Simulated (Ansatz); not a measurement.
**Preparing Ga2O3 (C2/m) as a host crystal**

Before any defect goes in: Ga2O3 (C2/m) at rest, and how it screens a charge.

Method: plane-wave PAW DFT, PBEsol; relaxation of the host's cell and atoms; PAW set soft_1, in the first sound run; inputs show where later runs differ, in Ansatz 0.2.0.

Most raw output is cut from this account.

**1. Set-up**

The structure is monoclinic, space group C2/m (No. 12). Conventional cell: a = 12.280 Å, b = 3.048 Å, c = 5.817 Å, α = 90.00°, β = 103.76°, γ = 90.00°. Nearest to Ga lie 6 O at 1.94 to 2.08 Å. Nearest to Ga lie 4 O at 1.84 to 1.87 Å. Nearest to O lie 3 Ga at 1.84 to 1.94 Å. O has 4 Ga at 1.87 to 2.08 Å nearest. O has 3 Ga at 1.84 to 1.95 Å nearest. Farther neighbours and most contacts between anions are not listed.

**2. Host cell relaxation**

Lattice and positions are set free, within the symmetry that the program keeps.

Contents of cell/input.yaml:

```yaml
crystal:
  lattice:
    - [6.1402367, -1.5237837, 0.0]
    - [6.1402367, 1.5237837, 0.0]
    - [-1.3841309, 0.0, 5.6503489]
  atoms:
    - { symbol: Ga, position: [0.3411617, 0.3411617, 0.68526966] }
    - { symbol: Ga, position: [0.6588383, 0.6588383, 0.31473034] }
    - { symbol: Ga, position: [0.9095256, 0.9095256, 0.205214] }
    - { symbol: Ga, position: [0.0904744, 0.0904744, 0.794786] }
    - { symbol: O, position: [0.50353087, 0.50353087, 0.74333591] }
    - { symbol: O, position: [0.49646913, 0.49646913, 0.25666409] }
    - { symbol: O, position: [0.82662894, 0.82662894, 0.43676984] }
    - { symbol: O, position: [0.17337106, 0.17337106, 0.56323016] }
    - { symbol: O, position: [0.16450498, 0.16450498, 0.10915408] }
    - { symbol: O, position: [0.83549502, 0.83549502, 0.89084592] }
basis:
  ecutwfc: 420
  xc_grid: 2
hamiltonian:
  xc: pbesol
  pseudopotentials: { kind: paw, azcp: { folder: soft_1 }, xc_functional: pbe }
kpoints:
  mp_grid: { grid: [9, 9, 5] }
scf:
  occupations: { method: fixed }
  max_iter: 100
relax:
  f_tol: 0.005
  max_steps: 60
  cell: {}
output:
  forces: true
  stress: true
checkpoint:
  write: "../cell.run"
  compress: false
  write_wavefunctions: false
  write_every: 100000
```

The run is started by

```sh
$ ansatz run input.yaml --threads 32 --pin off --max-ram 84787MiB --backend cpu --events-out ev --progress --plain --runs-dir out
```

The job ended after 8 s (32 threads of Arm Neoverse V2, shared host; peak memory 1 GiB; 2.7 min of CPU time).

The steps of the relaxation:

| step | energy less that of the first step (eV) | largest force component (eV/Å) | pressure (GPa) | volume (Å³) |
| --- | --- | --- | --- | --- |
| 1 | 0.0000 | 0.0694 | -0.16 | 105.73 |
| 2 | -0.0010 | 0.0257 | -0.02 | 105.63 |
| 3 | -0.0012 | 0.0117 | 0.01 | 105.60 |
| 4 | -0.0012 | 0.0040 | 0.00 | 105.60 |
| 5* | -0.0008 | 0.0040 | -0.01 | 105.60 |

Relaxation steps marked * repeat the geometry before them on a plane-wave basis chosen anew for their cell, so energy and pressure can jump there.

Forces are held to the 4 operations that the run works with; a distortion that breaks them can't arise in this run.

| cell as run | before | after | change |
| --- | --- | --- | --- |
| a (Å) | 6.326 | 6.325 | -0.0 % |
| b (Å) | 6.326 | 6.325 | -0.0 % |
| c (Å) | 5.817 | 5.810 | -0.1 % |
| α (°) | 103.35 | 103.29 | -0.1 % |
| β (°) | 103.35 | 103.29 | -0.1 % |
| volume (Å³/atom) | 10.57 | 10.56 | -0.1 % |

This step gave:

```
pressure : -0.005870 GPa
```

**3. Dielectric tensors of the host**

The response to a uniform electric field gives the electronic dielectric tensor.

This step: plane-wave PAW DFPT, PBEsol; dielectric tensors, Born charges and zone-centre modes of the host; PAW set soft_1 (Ansatz 0.2.0).

Contents of eps/input.yaml:

```yaml
crystal:
  lattice:
    - [6.1389769346, -1.5236493739, 0.0039335052]
    - [6.1389769346, 1.5236493739, 0.0039335052]
    - [-1.3802272464, 0.0, 5.643958809]
  atoms:
    - { symbol: Ga, position: [0.3412764239, 0.3412764239, 0.6854405841] }
    - { symbol: Ga, position: [0.6587235761, 0.6587235761, 0.3145594159] }
    - { symbol: Ga, position: [0.9094923097, 0.9094923097, 0.2046027331] }
    - { symbol: Ga, position: [0.0905076903, 0.0905076903, 0.7953972669] }
    - { symbol: O, position: [0.5037883928, 0.5037883928, 0.7440849431] }
    - { symbol: O, position: [0.4962116072, 0.4962116072, 0.2559150569] }
    - { symbol: O, position: [0.8267872934, 0.8267872934, 0.4372393425] }
    - { symbol: O, position: [0.1732127066, 0.1732127066, 0.5627606575] }
    - { symbol: O, position: [0.1652740961, 0.1652740961, 0.1095264111] }
    - { symbol: O, position: [0.8347259039, 0.8347259039, 0.8904735889] }
basis:
  ecutwfc: 420
hamiltonian:
  xc: pbesol
  pseudopotentials: { kind: paw, azcp: { folder: soft_1 }, xc_functional: pbe }
kpoints:
  mp_grid: { grid: [8, 8, 4] }
scf:
  occupations: { method: fixed }
  max_iter: 100
phonons:
  method: dfpt
  dielectric: true
  rigid_motions: translations
```

Run time: 2.7 min. Hardware: 32 threads; peak memory 4.7 GiB.

Electronic dielectric tensor:

```
4.10 0.00 0.00
0.00 4.20 0.00
0.00 0.00 4.21
```

Static dielectric tensor:

```
11.09  0.00 -0.77
 0.00 10.92  0.00
-0.77  0.00 13.61
```

The principal values of the electronic dielectric tensor are 4.10, 4.20 and 4.21. The principal values of the static dielectric tensor are 10.87, 10.92 and 13.83.

**4. Defect free supercell relaxed in its symmetry**

This cell, the one that will hold the defects, is built from the relaxed host. Its coarser k-points can move the atoms a little, so it is relaxed from the symmetric sites, as the reference for the test of stability.

This step: plane-wave PAW DFT, PBEsol; relaxation of the defect-free supercell in its symmetry; PAW set soft_1 (Ansatz 0.2.0).

System of this step: Ga2O3 (C2/m). The cell holds 120 atoms: 48 Ga and 72 O. Its edges and angles: a = 12.278 Å, b = 9.142 Å, c = 11.621 Å, α = 90.0°, β = 103.7°, γ = 90.0°.

Contents of pristine.symmetric/input.yaml:

```yaml
crystal:
  lattice:
    - [12.2779538692, 0.0, 0.0078670104]
    - [0.0, 9.1418962433, 0.0]
    - [-2.7604544928, 0.0, 11.2879176179]
  atoms:
    - { symbol: Ga, position: [0.3412764239, 0.0, 0.342720292] }
    - { symbol: Ga, position: [0.8412764239, 0.1666666667, 0.342720292] }
    - { symbol: Ga, position: [0.1587235761, 0.1666666667, 0.1572797079] }
    - { symbol: Ga, position: [0.6587235761, 0.0, 0.1572797079] }
    - { symbol: Ga, position: [0.4094923097, 0.1666666667, 0.1023013666] }
    - { symbol: Ga, position: [0.9094923097, 0.0, 0.1023013666] }
    - { symbol: Ga, position: [0.0905076903, 0.0, 0.3976986334] }
    - { symbol: Ga, position: [0.5905076903, 0.1666666667, 0.3976986334] }
    - { symbol: O, position: [0.0037883928, 0.1666666667, 0.3720424715] }
    - { symbol: O, position: [0.5037883928, 0.0, 0.3720424715] }
    - { symbol: O, position: [0.4962116072, 0.0, 0.1279575284] }
    - { symbol: O, position: [0.9962116072, 0.1666666667, 0.1279575284] }
    - { symbol: O, position: [0.3267872934, 0.1666666667, 0.2186196712] }
    - { symbol: O, position: [0.8267872934, 0.0, 0.2186196712] }
    - { symbol: O, position: [0.1732127066, 0.0, 0.2813803288] }
    - { symbol: O, position: [0.6732127066, 0.1666666667, 0.2813803288] }
    - { symbol: O, position: [0.1652740961, 0.0, 0.0547632056] }
    - { symbol: O, position: [0.6652740961, 0.1666666667, 0.0547632056] }
    - { symbol: O, position: [0.3347259039, 0.1666666667, 0.4452367944] }
    - { symbol: O, position: [0.8347259039, 0.0, 0.4452367944] }
    - { symbol: Ga, position: [0.3412764239, 0.0, 0.842720292] }
    - { symbol: Ga, position: [0.8412764239, 0.1666666667, 0.842720292] }
    - { symbol: Ga, position: [0.1587235761, 0.1666666667, 0.657279708] }
    - { symbol: Ga, position: [0.6587235761, 0.0, 0.657279708] }
    - { symbol: Ga, position: [0.4094923097, 0.1666666667, 0.6023013666] }
    - { symbol: Ga, position: [0.9094923097, 0.0, 0.6023013666] }
    - { symbol: Ga, position: [0.0905076903, 0.0, 0.8976986334] }
    - { symbol: Ga, position: [0.5905076903, 0.1666666667, 0.8976986334] }
    - { symbol: O, position: [0.0037883928, 0.1666666667, 0.8720424716] }
    - { symbol: O, position: [0.5037883928, 0.0, 0.8720424716] }
[... 84 atom lines left out ...]
    - { symbol: O, position: [0.1732127066, 0.6666666667, 0.7813803288] }
    - { symbol: O, position: [0.6732127066, 0.8333333333, 0.7813803288] }
    - { symbol: O, position: [0.1652740961, 0.6666666667, 0.5547632056] }
    - { symbol: O, position: [0.6652740961, 0.8333333333, 0.5547632056] }
    - { symbol: O, position: [0.3347259039, 0.8333333333, 0.9452367944] }
    - { symbol: O, position: [0.8347259039, 0.6666666667, 0.9452367944] }
basis:
  ecutwfc: 420
  xc_grid: 2
hamiltonian:
  xc: pbesol
  pseudopotentials: { kind: paw, azcp: { folder: soft_1 }, xc_functional: pbe }
kpoints:
  mp_grid: { grid: [1, 1, 1] }
scf:
  occupations: { method: fermi_dirac, width: 0.01 }
  max_iter: 100
  lower_state_search: "off"
output:
  forces: true
relax:
  f_tol: 0.015
  max_steps: 60
  escape_saddle: false
checkpoint:
  write: "../pristine.symmetric.run"
  compress: false
  write_wavefunctions: false
  write_every: 100000
```

The run is started by

```sh
$ ansatz run input.yaml --threads 32 --pin off --max-ram 84787MiB --backend cuda --events-out ev --progress --plain --runs-dir out --max-vram 78GiB
```

The job ended after 3.2 s (1 × NVIDIA GB200 with 32 threads; peak memory 1.2 GiB; 8.4 s of CPU time).

Step by step:

| step | energy less that of the first step (eV) | largest force component (eV/Å) |
| --- | --- | --- |
| 1 | 0.0000 | 0.0284 |
| 2 | -0.0018 | 0.0205 |
| 3 | -0.0033 | 0.0077 |

Forces are held to the 48 operations that the run works with; a distortion that breaks them can't arise in this run.

**5. Defect free supercell relaxed from displaced atoms**

This step: plane-wave PAW DFT, PBEsol; relaxation of the defect-free supercell from random displacements, a test of the host's stability; PAW set soft_1 (Ansatz 0.2.0).

pristine.rattled/input.yaml, as its differences from pristine.symmetric/input.yaml of step 4:

```diff
@@ -59,6 +59,6 @@
   f_tol: 0.015
-  max_steps: 60
-  escape_saddle: false
+  max_steps: 120
+  random_displacement: { amplitude: 0.06, seed: 8267 }
 checkpoint:
-  write: "../pristine.symmetric.run"
+  write: "../pristine.rattled.run"
   compress: false
```

Run time: 4.3 s. Hardware: 1 × NVIDIA GB200 with 32 threads; peak memory 1.2 GiB; 14 s of CPU time.

The steps of the relaxation:

| step | energy less that of the first step (eV) | largest force component (eV/Å) |
| --- | --- | --- |
| 1 | 0.0000 | 2.4041 |
| 2 | -2.5497 | 1.1696 |
| 3 | -3.6740 | 0.0311 |
| 4 | -3.6740 | 0.0326 |
| 5 | -3.6756 | 0.0020 |

The relaxation ends 31 meV an atom lower than the displaced start, with a largest force component of 0.0020 eV/Å.

**6. Host on a dense mesh**

This step: plane-wave PAW DFT, PBEsol; single point of the defect-free host, a test of the k-point sampling; PAW set soft_1 (Ansatz 0.2.0).

System of this step: Ga2O3 (C2/m). Symmetry: C2/m, No. 12, monoclinic system. The conventional cell has a = 12.278 Å, b = 3.047 Å, c = 5.810 Å, α = 90.00°, β = 103.71°, γ = 90.00°. Nearest to Ga lie 6 O at 1.94 to 2.08 Å. Nearest to Ga lie 4 O at 1.84 to 1.87 Å. Nearest to O lie 3 Ga at 1.84 to 1.94 Å. Nearest to O lie 4 Ga at 1.87 to 2.08 Å. Nearest to O lie 3 Ga at 1.84 to 1.95 Å. Farther neighbours and most contacts between anions are not listed.

dense/input.yaml, as its differences from eps/input.yaml of step 3:

```diff
@@ -18,2 +18,3 @@
   ecutwfc: 420
+  xc_grid: 2
 hamiltonian:
@@ -22,9 +23,11 @@
 kpoints:
-  mp_grid: { grid: [8, 8, 4] }
+  mp_grid: { grid: [9, 9, 5] }
 scf:
-  occupations: { method: fixed }
+  occupations: { method: fermi_dirac, width: 0.01 }
   max_iter: 100
-phonons:
-  method: dfpt
-  dielectric: true
-  rigid_motions: translations
+  lower_state_search: "off"
+checkpoint:
+  write: "../dense.run"
+  compress: false
+  write_wavefunctions: false
+  write_every: 100000
```

The run is started by

```sh
$ ansatz run input.yaml --threads 32 --pin off --max-ram 84787MiB --backend cpu --events-out ev --progress --plain --runs-dir out
```

The job ended after 1.9 s (32 threads; peak memory 1 GiB; 41 s of CPU time).

**7. Defect free supercell at the zone centre**

The supercell is run at the zone centre, to see how far that sampling misses the dense mesh.

System of this step: Ga2O3 (C2/m). The cell holds 120 atoms: 48 Ga and 72 O. Its edges and angles: a = 12.278 Å, b = 9.142 Å, c = 11.621 Å, α = 90.0°, β = 103.7°, γ = 90.0°.

pristine.sampling_gamma/input.yaml, as its differences from pristine.rattled/input.yaml of step 5:

```diff
@@ -55,10 +55,4 @@
   lower_state_search: "off"
-output:
-  forces: true
-relax:
-  f_tol: 0.015
-  max_steps: 120
-  random_displacement: { amplitude: 0.06, seed: 8267 }
 checkpoint:
-  write: "../pristine.rattled.run"
+  write: "../pristine.sampling_gamma.run"
   compress: false
```

The run is started by

```sh
$ ansatz run input.yaml --threads 32 --pin off --max-ram 84787MiB --backend cuda --events-out ev --progress --plain --runs-dir out --max-vram 78GiB
```

The job ended after 1.6 s (1 × NVIDIA GB200 with 32 threads; peak memory 1.2 GiB; 3.4 s of CPU time).

**8. Defect free supercell at the quarter point**

The supercell is run at one point off the zone centre, to see how far that sampling misses the dense mesh.

pristine.sampling_quarter/input.yaml, as its differences from pristine.sampling_gamma/input.yaml of step 7:

```diff
@@ -50,3 +50,3 @@
 kpoints:
-  mp_grid: { grid: [1, 1, 1] }
+  mp_grid: { grid: [1, 1, 1], shift: [0.25, 0.25, 0.25] }
 scf:
@@ -56,3 +56,3 @@
 checkpoint:
-  write: "../pristine.sampling_gamma.run"
+  write: "../pristine.sampling_quarter.run"
   compress: false
```

The job ended after 1.9 s (1 × NVIDIA GB200 with 32 threads; peak memory 1.3 GiB; 3.9 s of CPU time).

**9. Summary of results**

```yaml
primitive_cell_vectors_lengths: 6.325, 6.325, 5.810 Å
electronic_dielectric_constant: principal values (4.10, 4.20, 4.21)
static_dielectric_constant: principal values (10.87, 10.92, 13.83)
gap_on_the_k_mesh_of_the_response_run_pbesol: 2.23 eV
supercell_relaxed_in_its_symmetry_less_the_displaced_and_relaxed_one: 0.000 eV
energy_an_atom_at_the_zone_centre_alone_less_that_on_the_dense_mesh: 0.015 eV
energy_an_atom_at_one_point_at_less_that_on_the_dense_mesh: 0.000 eV
```

What this shows: Step 4: From the first step to the last the energy fell by 0.003 eV, and the largest move was 0.006 Å (O19 and 23 other atoms alike). Step 5: The energy fell by 3.676 eV from the randomly displaced start; against the sites as typed, O99 ends farthest off, by 0.01 Å, once the mean shift is taken out. The displaced cell ends within 0.01 eV of the symmetric one relaxed in its symmetry, so no lower structure shows in this supercell. The k-mesh can miss the band edges, so this gap is an upper bound at this level. All at zero temperature.

[Logs are printed without paths, hosts, clocks, repeated set-up lines and the standing remarks that a program may print on its own settings, such as how far it seeks lower states.]

[Hosts, paths, dates, database ids (printed as entryN), source tags and the programs' standing remarks are cut or masked in the printed files.]

[Runs of the host that timed out are not shown.]

[For some hosts the program warned that the k-mesh of the response run may be too coarse for force constants and the static dielectric constant; such warnings are not always shown.]

[The program warned that the k-mesh of a response run behind this text may be too coarse: force constants, and the static dielectric constant and all else formed from them, are not shown converged.]
